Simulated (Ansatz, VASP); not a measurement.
One calculation of Hg, two programs

```
Hg
1.0
     2.17718    1.25700    4.03733
    -2.17718    1.25700    4.03733
     0.00000   -2.51400    4.03733
Hg
2
Direct
  0.22754 0.22754 0.22754
  0.77246 0.77246 0.77246
```

Alike in both runs: task relaxation of cell and atoms; functional PBE; k mesh 6 × 6 × 6; occupations gaussian, width 0.1 eV; no spin polarisation.

|  | VASP | Ansatz |
| --- | --- | --- |
| version | VASP 6.6.1 | Ansatz 0.2.0 |
| potentials or method | VASP PAW PBE potentials, release 64 (Hg) | scalar-relativistic, plane waves, PAW |
| plane-wave cutoff (eV) | 600 | 420 |
| valence electrons in the cell | 24 | 40 |

Ansatz gave:

- gap on the k mesh at the Fermi level, each at its own relaxed structure (eV): none
- relaxed volume (Å³/atom): 29.55
- relaxed cell length with the largest relative difference (Å): 4.359
- energy change over the relaxation (meV/atom): -94

Question: Which values does VASP return?

Answer: gap on the k mesh at the Fermi level, each at its own relaxed structure (eV): none; relaxed volume (Å³/atom): 30.48; relaxed cell length with the largest relative difference (Å): 4.373; energy change over the relaxation (meV/atom): -94.

A gap of «none» marks a metal or a gap that the smearing closes. The two sets of potentials don't hold the same shells in valence.

Spin-orbit coupling is left out, which matters for the levels of Hg.
